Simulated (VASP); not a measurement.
## Ge (strained diamond): a PBE single-point calculation in VASP

INCAR

```
ENCUT = 520
LELF = .TRUE.
NELM = 120
LASPH = .TRUE.
NBANDS = 21
GGA = PE
ISIF = 2
LWAVE = .FALSE.
PREC = Accurate
LREAL = .FALSE.
LCHARG = .TRUE.
SIGMA = 0.02
ISMEAR = -1
NSW = 0
EDIFF = 1E-7
IBRION = -1
```

KPOINTS

```
KPOINTS created by Atomic Simulation Environment
0
Gamma
8 8 8
0 0 0
```

KPOINTS_OPT

```
special points
7
Reciprocal
0.0000000000 0.0000000000 0.0000000000 1
0.5000000000 0.0000000000 0.5000000000 1
0.6250000000 0.2500000000 0.6250000000 1
0.3750000000 0.3750000000 0.7500000000 1
0.5000000000 0.5000000000 0.5000000000 1
0.5000000000 0.2500000000 0.7500000000 1
0.0000000000 0.0000000000 0.5000000000 1
```

POSCAR

```
Ge
 1.0000000000000000
     0.0000000000000000    2.9219797175000002    2.9219797175000002
     2.9219797175000002    0.0000000000000000    2.9219797175000002
     2.9219797175000002    2.9219797175000002    0.0000000000000000
 Ge
   2
Cartesian
  0.0000000000000000  0.0000000000000000  0.0000000000000000
  1.4609898587500001  1.4609898587500001  1.4609898587500001
```

VASP ran with the recommended PBE PAW datasets (28 valence electrons in the cell).

Command

```
mpirun -np 1 vasp_std
```

OSZICAR

```
N       E                     dE             d eps       ncg     rms          rms(c)
DAV:   1     0.190919626858E+03    0.19092E+03   -0.14469E+04  1328   0.345E+03
DAV:   2     0.193321965273E+02   -0.17159E+03   -0.16683E+03  1218   0.632E+02
DAV:   3    -0.811012431725E+01   -0.27442E+02   -0.27303E+02  1398   0.144E+02
DAV:   4    -0.905478297143E+01   -0.94466E+00   -0.94421E+00  1378   0.313E+01
DAV:   5    -0.907096439353E+01   -0.16181E-01   -0.16181E-01  1386   0.457E+00    0.280E+00
DAV:   6    -0.903087693717E+01    0.40087E-01   -0.18037E-02  1573   0.151E+00    0.167E+00
DAV:   7    -0.900910849360E+01    0.21768E-01   -0.36883E-02  1333   0.191E+00    0.142E-01
DAV:   8    -0.901068708817E+01   -0.15786E-02   -0.54269E-03  1348   0.981E-01    0.393E-02
DAV:   9    -0.901084925112E+01   -0.16216E-03   -0.25573E-04  1381   0.235E-01    0.154E-02
DAV:  10    -0.901089082580E+01   -0.41575E-04   -0.63596E-05  1525   0.681E-02    0.531E-03
DAV:  11    -0.901089340430E+01   -0.25785E-05   -0.90821E-06  1536   0.498E-02    0.182E-03
DAV:  12    -0.901089329091E+01    0.11339E-06   -0.83331E-07  1563   0.178E-02    0.447E-04
DAV:  13    -0.901089324486E+01    0.46050E-07   -0.42554E-08   976   0.247E-03
   1 F= -.90108932E+01 E0= -.90107739E+01  d E =-.238674E-03
       N       E                     dE             ncg
DAV:   1    -0.375557007082E+03   -0.72468E+04      332
DAV:   2    -0.157756727007E+04   -0.12020E+04      299
DAV:   3    -0.176722435829E+04   -0.18966E+03      309
DAV:   4    -0.177373980901E+04   -0.65155E+01      359
DAV:   5    -0.177385088410E+04   -0.11108E+00      329
DAV:   6    -0.177385400598E+04   -0.31219E-02      354
DAV:   7    -0.177385414386E+04   -0.13788E-03      330
DAV:   8    -0.177385414991E+04   -0.60486E-05      354
DAV:   9    -0.177385415026E+04   -0.35205E-06      305
DAV:  10    -0.177385415028E+04   -0.18319E-07      227
```

From OUTCAR

```
k-points           NKPTS =     29   k-points in BZ     NKDIM =     29   number of bands    NBANDS=     21

   NELECT =      28.0000    total number of electrons

   dimension x,y,z NGX =    32 NGY =   32 NGZ =   32
   dimension x,y,z NGXF=    64 NGYF=   64 NGZF=   64

  energy-cutoff  :      520.00
  volume of cell :       49.90
      direct lattice vectors                 reciprocal lattice vectors
     0.000000000  2.921979718  2.921979718    -0.171116862  0.171116862  0.171116862
     2.921979718  0.000000000  2.921979718     0.171116862 -0.171116862  0.171116862
     2.921979718  2.921979718  0.000000000     0.171116862  0.171116862 -0.171116862

 k-points in reciprocal lattice and weights: KPOINTS created by Atomic Simulation Env
   0.00000000  0.00000000  0.00000000       0.002
   0.12500000  0.00000000  0.00000000       0.016
   0.25000000  0.00000000  0.00000000       0.016
   0.37500000  0.00000000  0.00000000       0.016
   0.50000000  0.00000000  0.00000000       0.008
   0.12500000  0.12500000  0.00000000       0.012
   0.25000000  0.12500000  0.00000000       0.047
   0.37500000  0.12500000  0.00000000       0.047
   ...

 E-fermi :   4.0011

 k-point     1 :       0.0000    0.0000    0.0000
  band No.  band energies     occupation
      1     -20.6068      2.00000
      2     -20.6068      2.00000
      3     -20.6068      2.00000
      4     -20.5777      2.00000
      5     -20.5777      2.00000
      6     -20.4141      2.00000
      7     -20.4141      2.00000
      8     -20.4141      2.00000
      9     -20.4079      2.00000
     10     -20.4079      2.00000
     11      -7.9753      2.00000
     12       3.2737      2.00000
     13       4.0946      0.01849
     14       4.0946      0.01848
     15       4.0946      0.01848
     16       6.5999      0.00000
     17       6.5999      0.00000
     18       6.5999      0.00000
     19      10.2880      0.00000
     20      13.3198      0.00000
     21      13.3198      0.00000

 k-point     2 :       0.1250    0.0000    0.0000
  band No.  band energies     occupation
      1     -20.6129      2.00000
      2     -20.6129      2.00000
      3     -20.6048      2.00000
      4     -20.5692      2.00000
      5     -20.5692      2.00000
      6     -20.4250      2.00000
      7     -20.4250      2.00000
      8     -20.4163      2.00000
      9     -20.3984      2.00000
     10     -20.3984      2.00000
     11      -7.8022      2.00000
     12       1.5560      2.00000
     13       3.8008      1.99991
     14       3.8009      1.99991
     15       4.7332      0.00000
     16       6.9996      0.00000
     17       6.9996      0.00000
     18       7.3135      0.00000
     19      11.1464      0.00000
     20      12.5215      0.00000
     21      12.5215      0.00000

 k-point     3 :       0.2500    0.0000    0.0000
  band No.  band energies     occupation
      1     -20.6208      2.00000
      2     -20.6208      2.00000
      3     -20.5998      2.00000
      4     -20.5560      2.00000
      5     -20.5560      2.00000
      6     -20.4363      2.00000
      7     -20.4363      2.00000
      8     -20.4220      2.00000
      9     -20.3899      2.00000
     10     -20.3899      2.00000
     11      -7.3024      2.00000
     12      -0.5355      2.00000
     13       3.3089      2.00000
     14       3.3089      2.00000
     15       4.4584      0.00000
     16       7.5971      0.00000
     17       7.5971      0.00000
     18       9.1964      0.00000
     19      11.9284      0.00000
     20      12.2725      0.00000
     21      12.2725      0.00000

 k-point     4 :       0.3750    0.0000    0.0000
  band No.  band energies     occupation
      1     -20.6249      2.00000
      2     -20.6249      2.00000
      3     -20.5946      2.00000
      4     -20.5477      2.00000
      5     -20.5477      2.00000
      6     -20.4425      2.00000
      7     -20.4425      2.00000
      8     -20.4277      2.00000
      9     -20.3854      2.00000
     10     -20.3854      2.00000
     11      -6.5803      2.00000
     12      -2.2808      2.00000
     13       2.9556      2.00000
     14       2.9556      2.00000
     15       4.1249      0.00408
     16       7.7883      0.00000
     17       7.7883      0.00000
     18      11.0953      0.00000
     19      11.8810      0.00000
     20      13.3018      0.00000
     21      13.3018      0.00000

 k-point     5 :       0.5000    0.0000    0.0000
  band No.  band energies     occupation
      1     -20.6260      2.00000
      2     -20.6260      2.00000
      3     -20.5924      2.00000
      4     -20.5452      2.00000
      5     -20.5452      2.00000
      6     -20.4441      2.00000
      7     -20.4441      2.00000
      8     -20.4302      2.00000
      9     -20.3841      2.00000
     10     -20.3841      2.00000
     11      -6.1139      2.00000
     12      -3.0970      2.00000
     13       2.8321      2.00000
     14       2.8321      2.00000
     15       4.0019      0.97835
     16       7.7800      0.00000
     17       7.7800      0.00000
     18      11.1569      0.00000
     19      14.0601      0.00000
     20      14.0616      0.00000
     21      14.8145      0.00000

 k-point     6 :       0.1250    0.1250    0.0000
  band No.  band energies     occupation
      1     -20.6118      2.00000
      2     -20.6113      2.00000
      3     -20.6113      2.00000
      4     -20.5709      2.00000
      5     -20.5600      2.00000
      6     -20.4415      2.00000
      7     -20.4141      2.00000
      8     -20.4076      2.00000
      9     -20.4076      2.00000
     10     -20.3953      2.00000
     11      -7.7435      2.00000
     12       1.4388      2.00000
     13       3.3299      2.00000
     14       3.3299      2.00000
     15       5.7959      0.00000
     16       6.0064      0.00000
     17       7.6590      0.00000
     18       7.6590      0.00000
     19      11.4043      0.00000
     20      11.4163      0.00000
     21      13.5714      0.00000

 k-point     7 :       0.2500    0.1250    0.0000
  band No.  band energies     occupation
      1     -20.6228      2.00000
      2     -20.6178      2.00000
      3     -20.6039      2.00000
      4     -20.5602      2.00000
      5     -20.5448      2.00000
      6     -20.4573      2.00000
      7     -20.4263      2.00000
      8     -20.4107      2.00000
      9     -20.3967      2.00000
     10     -20.3874      2.00000
     11      -7.3478      2.00000
     12      -0.1184      2.00000
     13       2.7146      2.00000
     14       2.8230      2.00000
     15       5.8121      0.00000
     16       6.4475      0.00000
     17       8.4260      0.00000
     18       8.7099      0.00000
     19      11.1648      0.00000
     20      12.6667      0.00000
     21      13.3944      0.00000

 k-point     8 :       0.3750    0.1250    0.0000
  band No.  band energies     occupation
      1     -20.6315      2.00000
      2     -20.6238      2.00000
      3     -20.5921      2.00000
      4     -20.5484      2.00000
      5     -20.5352      2.00000
      6     -20.4643      2.00000
      7     -20.4384      2.00000
      8     -20.4233      2.00000
      9     -20.3879      2.00000
     10     -20.3786      2.00000
     11      -6.6759      2.00000
     12      -1.8419      2.00000
     13       2.0739      2.00000
     14       2.5326      2.00000
     15       5.4655      0.00000
     16       7.2566      0.00000
     17       8.6438      0.00000
     18       9.5153      0.00000
     19      12.5105      0.00000
     20      13.0504      0.00000
     21      14.0909      0.00000

 k-point     9 :       0.5000    0.1250    0.0000
  band No.  band energies     occupation
      1     -20.6351      2.00000
      2     -20.6277      2.00000
      3     -20.5824      2.00000
      4     -20.5394      2.00000
      5     -20.5365      2.00000
      6     -20.4588      2.00000
      7     -20.4487      2.00000
      8     -20.4353      2.00000
      9     -20.3821      2.00000
     10     -20.3748      2.00000
     11      -6.0201      2.00000
     12      -3.0181      2.00000
     13       1.6550      2.00000
     14       2.5240      2.00000
     15       5.2360      0.00000
     16       7.5715      0.00000
     17       8.4314      0.00000
     18      10.9558      0.00000
     19      12.7562      0.00000
     20      14.2765      0.00000
     21      14.8231      0.00000

 ...

  Total       -0.7176840     -0.7176840     -0.7176840     -0.0000000      0.0000000     -0.0000000
  in kB      -23.0452959    -23.0452959    -23.0452959     -0.0000000      0.0000000     -0.0000000
  external PRESSURE =     -23.0452959 kB  Pullay stress =       0.0000000 kB

 POSITION                                       TOTAL-FORCE (eV/Angst)
 -----------------------------------------------------------------------------------
      0.00000      0.00000      0.00000         0.000000      0.000000      0.000000
      1.46099      1.46099      1.46099        -0.000000     -0.000000     -0.000000
 -----------------------------------------------------------------------------------
    total drift:                               -0.000000      0.000000      0.000000

  FREE ENERGIE OF THE ION-ELECTRON SYSTEM (eV)
  ---------------------------------------------------
  free  energy   TOTEN  =        -9.0108932449 eV

  energy  without entropy=       -9.0106545705  energy(sigma->0) =       -9.01077391
```

```
gap between bands v and c : -0.09 eV (bands overlap: a metal)
least direct gap          : 0.00 eV
pressure                  : -2.3 GPa
```

Band v is the last that the valence electrons fill when counted band by band, and c is the next.

The run took about 23 s on one core of a shared host (Intel Xeon Platinum 8488C) and held 0.19 GiB at most.
